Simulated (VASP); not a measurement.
# HCl (Fmmm) in VASP: notebook

One crystal, HCl, is run at these levels: PBEsol; tasks: single point.

All numbers are computed with VASP 6.6.1; they aren't measurements. Logs are shortened: lines on timing, memory, paths and dates and some standing lists are left out, and cuts for length are marked.

## (1) The cell of the first run

The structure is orthorhombic, space group Fmmm (No. 69). Conventional cell: a = 4.628 Å, b = 4.922 Å, c = 5.710 Å, α = 90.00°, β = 90.00°, γ = 90.00°. Around H (site symmetry mmm) lie 4 Cl at 2.31 to 2.46 Å. Cl (site symmetry mmm) has 4 H at 2.31 to 2.46 Å as nearest neighbours.

## (2) Single point, PBEsol (strain -0.080 along x and y, +0.000 along z, atoms carried along)

Contents of INCAR:

```
PREC     = Accurate       # precision mode
ENCUT    = 520            # plane-wave cutoff, eV
EDIFF    = 1E-6           # SCF threshold, eV
ISMEAR   = 0              # smearing method
SIGMA    = 0.15           # smearing width, eV
LREAL    = False          # projectors in reciprocal space
LASPH    = True           # aspherical terms in the spheres
NELM     = 100            # most SCF steps
ALGO     = Fast           # electronic algorithm
ISIF     = 2              # what is computed and relaxed
LWAVE    = False          # write WAVECAR
LCHARG   = False          # write CHGCAR
GGA      = PS             # functional
NBANDS   = 11             # bands
```

Contents of KPOINTS:

```
Automatic mesh
0
Gamma
  16 16 16
```

Contents of POSCAR:

```
HCl
1.0
    0.0000000000      2.4610000000      2.8550000000
    2.3138000000      0.0000000000      2.8550000000
    2.3138000000      2.4610000000      0.0000000000
H Cl
1 1
Direct
    0.0000000000      0.0000000000      0.0000000000
    0.5000000000      0.5000000000      0.5000000000
```

Potentials or basis: VASP PAW PBE potentials, release 64 (H, Cl).

Launch:

```
> cat potpaw_PBE.64/H/POTCAR potpaw_PBE.64/Cl/POTCAR > POTCAR
> mpirun -np 1 vasp_std > vasp.out
```

OUTCAR:

```text
PREC = Accurate
   ENCUT = 520
   EDIFF = 1E-6
   ISMEAR = 0
   LREAL = False
   LASPH = True
   NELM = 100
   ISIF = 2
   GGA = PS

 ion  position               nearest neighbor table
   1  0.000  0.000  0.000-
   2  0.500  0.500  0.500-

  LATTYP: Found a face centered orthorhombic cell.
 ALAT       =     4.6276000000
 B/A-ratio  =     1.0636182903
 C/A-ratio  =     1.2339009422

  Lattice vectors:

 A1 = (   0.0000000000,   2.4610000000,   2.8550000000)
 A2 = (   2.3138000000,   0.0000000000,   2.8550000000)
 A3 = (   2.3138000000,   2.4610000000,   0.0000000000)

Analysis of symmetry for initial positions (statically):
=====================================================================
 Subroutine PRICEL returns:
 Original cell was already a primitive cell.

 Routine SETGRP: Setting up the symmetry group for a
 face centered orthorhombic supercell.

 Subroutine GETGRP returns: Found  8 space group operations
 (whereof  8 operations were pure point group operations)
 out of a pool of  8 trial point group operations.

The static configuration has the point symmetry D_2h.

Analysis of symmetry for dynamics (positions and initial velocities):
=====================================================================
 Subroutine PRICEL returns:
 Original cell was already a primitive cell.

 Routine SETGRP: Setting up the symmetry group for a
 face centered orthorhombic supercell.

 Subroutine GETGRP returns: Found  8 space group operations
 (whereof  8 operations were pure point group operations)
 out of a pool of  8 trial point group operations.

The dynamic configuration has the point symmetry D_2h.

 Subroutine INISYM returns: Found  8 space group operations
 (whereof  8 operations are pure point group operations),
 and found     1 'primitive' translations

----------------------------------------------------------------------------------------

                                     Primitive cell

  volume of cell :      32.5142

  direct lattice vectors                    reciprocal lattice vectors
     0.000000000  2.461000000  2.855000000    -0.216094736  0.203169443  0.175131349
     2.313800000  0.000000000  2.855000000     0.216094736 -0.203169443  0.175131349
     2.313800000  2.461000000  0.000000000     0.216094736  0.203169443 -0.175131349

  length of vectors
     3.769289854  3.674873527  3.377897488     0.344449919  0.344449919  0.344449919

  position of ions in fractional coordinates (direct lattice)
     0.000000000  0.000000000  0.000000000
     0.500000000  0.500000000  0.500000000

  ion indices of the primitive-cell ions
   primitive index   ion index
                 1           1
                 2           2

----------------------------------------------------------------------------------------

 KPOINTS: Automatic mesh

Automatic generation of k-mesh.
 Grid dimensions read from file:
 generate k-points for:   16   16   16

 Generating k-lattice:

  Cartesian coordinates                     Fractional coordinates (reciprocal lattice)
    -0.013505921  0.012698090  0.010945709     0.062500000  0.000000000  0.000000000
     0.013505921 -0.012698090  0.010945709     0.000000000  0.062500000  0.000000000
     0.013505921  0.012698090 -0.010945709     0.000000000  0.000000000  0.062500000

  Length of vectors
     0.021528120  0.021528120  0.021528120

  Shift w.r.t. Gamma in fractional coordinates (k-lattice)
     0.000000000  0.000000000  0.000000000

 Subroutine IBZKPT returns following result:
 ===========================================

 Found    621 irreducible k-points:

 Following reciprocal coordinates:
            Coordinates               Weight
  0.000000  0.000000  0.000000      1.000000
  0.062500  0.000000  0.000000      8.000000
  0.125000  0.000000  0.000000      8.000000
  0.187500  0.000000  0.000000      8.000000
  0.250000  0.000000  0.000000      8.000000
  0.312500 -0.000000  0.000000      8.000000
[... 16 lines left out ...]
 -0.125000  0.062500  0.000000      8.000000
 -0.062500  0.062500  0.000000      4.000000
 [... further k-points ...]
   k-points           NKPTS =    621   k-points in BZ     NKDIM =    621   number of bands    NBANDS=     11
   number of dos      NEDOS =    301   number of ions     NIONS =      2
   total plane-waves  NPLWV =  21952
   dimension x,y,z NGX =    28 NGY =   28 NGZ =   28
   dimension x,y,z NGXF=    56 NGYF=   56 NGZF=   56
   ions per type =               1   1
   NGX,Y,Z   is equivalent  to a cutoff of  12.35, 12.67, 13.78 a.u.
   NGXF,Y,Z  is equivalent  to a cutoff of  24.70, 25.33, 27.56 a.u.
 SYSTEM =  unknown system
   PREC   = accura    normal or accurate (medium, high low for compatibility)
   ISTART =      0    job   : 0-new  1-cont  2-samecut
   ICHARG =      2    charge: 1-file 2-atom 10-const
   ISPIN  =      1    spin polarized calculation?
   LNONCOLLINEAR =      F non collinear calculations
   LSORBIT =      F    spin-orbit coupling
   LASPH  =      T    aspherical Exc in radial PAW
   ENCUT  =  520.0 eV  38.22 Ry    6.18 a.u.   7.01  6.83  6.28*2*pi/ulx,y,z
   NELM   =    100;   NELMIN=  2; NELMDL= -5     # of ELM steps
   EDIFF  = 0.1E-05   stopping-criterion for ELM
   LREAL  =      F    real-space projection
   EDIFFG = 0.1E-04   stopping-criterion for IOM
   NSW    =      0    number of steps for IOM
   IBRION =     -1    ionic relax: 0-MD 1-quasi-New 2-CG
   NFREE  =      0    steps in history (QN), initial steepest desc. (CG)
   ISIF   =      2    stress and relaxation
   ISYM   =      2    0-nonsym 1-usesym 2-fastsym
   POTIM  = 0.5000    time-step for ionic-motion
   TEBEG  =    0.0;   TEEND  =   0.0 temperature during run
   PSTRESS=    0.0 pullay stress
   NELECT =       8.0000    total number of electrons
   NUPDOWN=      -1.0000    fix difference up-down
   EMIN   =  10.00;   EMAX   =-10.00  energy-range for DOS
   EFERMI =   0.00;   METHOD = LEGACY
   ISMEAR =     0;   SIGMA  =   0.15  broadening in eV -4-tet -1-fermi 0-gaus
   EFERMI_NEDOS =   21; number of points for ismear=-14 and -15
   IALGO  =     68    algorithm
   IMIX   =      4    mixing-type and parameters
     AMIX     =   0.40;   BMIX     =  1.00
     AMIX_MAG =   1.60;   BMIX_MAG =  1.00
  volume/ion in A,a.u.               =      16.26       109.71
  Fermi-wavevector in a.u.,A,eV,Ry     =   1.025842  1.938560 14.318105  1.052351
  Thomas-Fermi vector in A             =   2.159703
   LORBIT       =      0    0 simple, 1 ext, 2 COOP (PROOUT), +10 PAW based schemes
   GGA     = PS    functional components
   LHFCALC =     F    Hartree Fock is set to
   AEXX    =    0.0000 exact exchange contribution
   IVDW    =     0    specifies the selected vdW correction
   LEPSILON=     F    determine dielectric tensor
   LRPA    =     F    only Hartree local field effects (RPA)
 non-spin polarized calculation
 RMM-DIIS sequential band-by-band and
 Gauss-broadening in eV      SIGMA  =   0.15
  energy-cutoff  :      520.00
  volume of cell :       32.51
 maximum number of plane-waves:       902
   NGX = 15   NGY = 13   NGZ = 13

 number of electron       7.9999999 magnetization

 Free energy of the ion-electron system (eV)
  ---------------------------------------------------
  ext. energy  EPLUGINS =         0.00000000
  ---------------------------------------------------
  free energy    TOTEN  =        -3.78550278 eV

  energy without entropy =       -3.78127918  energy(sigma->0) =       -3.78339098

 E-fermi :  -0.5718     XC(G=0):  -8.7144

 val. band max:       -0.5725780562   @ k =   0.4375   0.4375   0.0000
 cond. band min:      -0.5333121504   @ k =  -0.0625   0.3750   0.4375
 fundamental gap:      0.0392659058
 Fermi energy:        -0.5718080158

 k-point     1 :       0.0000    0.0000    0.0000
  band No.  band energies     occupation
      1     -14.5442      2.00000
      2      -0.8770      1.99599
      3      -0.6458      1.51474
      4      -0.6228      1.36921
      5      -0.4368      0.20293
      6      10.4821      0.00000
      7      11.2085      0.00000
      8      12.5976      0.00000
      9      13.0821      0.00000
     10      15.1182      0.00000
     11      15.1752      0.00000

 k-point     2 :       0.0625    0.0000    0.0000
  band No.  band energies     occupation
      1     -14.5179      2.00000
      2      -1.3939      2.00000
      3      -0.7401      1.88739
      4      -0.6609      1.59911
      5       0.1529      0.00000
      6      10.4266      0.00000
      7      11.2441      0.00000
      8      12.4255      0.00000
      9      13.0046      0.00000
     10      14.7336      0.00000
     11      15.5870      0.00000

 k-point     3 :       0.1250    0.0000    0.0000
  band No.  band energies     occupation
      1     -14.4418      2.00000
      2      -2.1470      2.00000
      3      -0.7700      1.93831
      4      -0.7059      1.79393
      5       0.8122      0.00000
      6      10.1336      0.00000
      7      11.2902      0.00000
      8      12.1643      0.00000
      9      13.0932      0.00000
     10      14.2116      0.00000
     11      15.5992      0.00000

 k-point     4 :       0.1875    0.0000    0.0000
  band No.  band energies     occupation
      1     -14.3235      2.00000
      2      -2.8884      2.00000
      3      -0.8522      1.99180
      4      -0.7246      1.85025
      5       1.4047      0.00000
      6       9.5195      0.00000
      7      11.2663      0.00000
      8      12.2001      0.00000
      9      13.1615      0.00000
     10      14.1243      0.00000
     11      14.9427      0.00000

 k-point     5 :       0.2500    0.0000    0.0000
  band No.  band energies     occupation
      1     -14.1767      2.00000
      2      -3.5750      2.00000
      3      -0.9615      1.99976
      4      -0.7284      1.86006
      5       1.9162      0.00000
      6       8.8099      0.00000
      7      11.0314      0.00000
      8      12.4550      0.00000
      9      12.9685      0.00000
     10      14.5579      0.00000
     11      14.9319      0.00000
[... 211 lines left out ...]
 k-point    21 :      -0.2500    0.0625   -0.0000
  band No.  band energies     occupation
      1     -14.0754      2.00000
      2      -4.0175      2.00000
      3      -1.0259      1.99998
      4      -0.6841      1.71034
      5       2.3086      0.00000
      6       8.7276      0.00000
      7      10.7083      0.00000
      8      12.3006      0.00000
      9      12.5431      0.00000
     10      14.4362      0.00000
     11      15.7847      0.00000

 k-point    22 :      -0.1875    0.0625    0.0000
  band No.  band energies     occupation
      1     -14.2280      2.00000
      2      -3.4207      2.00000
      3      -0.8965      1.99779
      4      -0.6834      1.70719
      5       1.8683      0.00000
      6       9.4899      0.00000
      7      11.0876      0.00000
      8      11.7804      0.00000
      9      13.0639      0.00000
     10      13.9293      0.00000
     11      15.0064      0.00000

 k-point    23 :      -0.1250    0.0625    0.0000
  band No.  band energies     occupation
      1     -14.3629      2.00000
      2      -2.7511      2.00000
      3      -0.7809      1.95134
      4      -0.6899      1.73428
      5       1.3398      0.00000
      6      10.2777      0.00000
      7      11.2682      0.00000
      8      11.5580      0.00000
      9      13.2037      0.00000
     10      13.8650      0.00000
     11      14.9114      0.00000

 k-point    24 :      -0.0625    0.0625    0.0000
  band No.  band energies     occupation
      1     -14.4632      2.00000
      2      -2.0519      2.00000
      3      -0.7033      1.78482
      4      -0.6994      1.77103
      5       0.7458      0.00000
      6      10.5697      0.00000
      7      11.4577      0.00000
      8      11.6943      0.00000
      9      13.0322      0.00000
     10      14.2041      0.00000
     11      15.6192      0.00000

 [... further k-points ...]

------------------------ aborting loop because EDIFF is reached ----------------------------------------

  FORCE on cell =-STRESS in cart. coord.  units (eV):
  Direction    XX          YY          ZZ          XY          YZ          ZX
  --------------------------------------------------------------------------------------
  -------------------------------------------------------------------------------------
  Total       -3.7758378     -2.1668134     -0.6447570      0.0000000      0.0000000      0.0000000
  in kB     -186.0588657   -106.7722877    -31.7711613      0.0000000      0.0000000      0.0000000
  external PRESSURE =    -108.2007716 kB  Pullay stress =       0.0000000 kB

 VOLUME and BASIS-vectors are now :
 -----------------------------------------------------------------------------
  energy-cutoff  :      520.00
  volume of cell :       32.51
      direct lattice vectors                 reciprocal lattice vectors
     0.000000000  2.461000000  2.855000000    -0.216094736  0.203169443  0.175131349
     2.313800000  0.000000000  2.855000000     0.216094736 -0.203169443  0.175131349
     2.313800000  2.461000000  0.000000000     0.216094736  0.203169443 -0.175131349

 POSITION                                       TOTAL-FORCE (eV/Angst)
 -----------------------------------------------------------------------------------
      0.00000      0.00000      0.00000         0.000000     -0.000000      0.000000
      2.31380      2.46100      2.85500         0.000000      0.000000      0.000000
 -----------------------------------------------------------------------------------
    total drift:                                0.000000      0.000000      0.000000

  FREE ENERGIE OF THE ION-ELECTRON SYSTEM (eV)
  ---------------------------------------------------
  free  energy   TOTEN  =        -3.7855027790 eV

  energy  without entropy=       -3.7812791820  energy(sigma->0) =       -3.78339098
```

It took 2.3 min on 1 thread of Intel Xeon 6975P-C (Granite Rapids), shared host; peak memory 0.31 GiB.

What came out:

| Quantity | Value |
| --- | --- |
| Free energy | -3.7855 eV |
| Pressure | -10.8 GPa |
| Band gap on the k mesh | none (metal or under the smearing width) |

Levels at points of the mesh, in eV from the Fermi level:
| k point | band 1 | band 2 | band 3 | band 4 | band 5 | band 6 | band 7 | band 8 |
| --- | --- | --- | --- | --- | --- | --- | --- | --- |
| (0.00, 0.00, 0.00) | -13.97 | -0.31 | -0.07 | -0.05 | 0.14 | 11.05 | 11.78 | 13.17 |
| (0.50, 0.00, 0.00) | -13.17 | -4.46 | -0.66 | -0.15 | 3.53 | 7.80 | 10.59 | 12.17 |
| (0.50, 0.50, 0.00) | -13.32 | -2.74 | -0.91 | -0.55 | -0.08 | 9.56 | 12.28 | 16.58 |
| (0.50, 0.00, 0.50) | -12.88 | -2.82 | -1.77 | -0.61 | -0.51 | 9.14 | 14.00 | 14.66 |
| (0.00, 0.50, 0.50) | -12.79 | -2.76 | -1.80 | -0.92 | -0.61 | 8.72 | 14.74 | 14.85 |

Caveat: the PAW data sets were made with another functional, which shifts forces and pressure a little.

(Continued in part 2 of 2.)
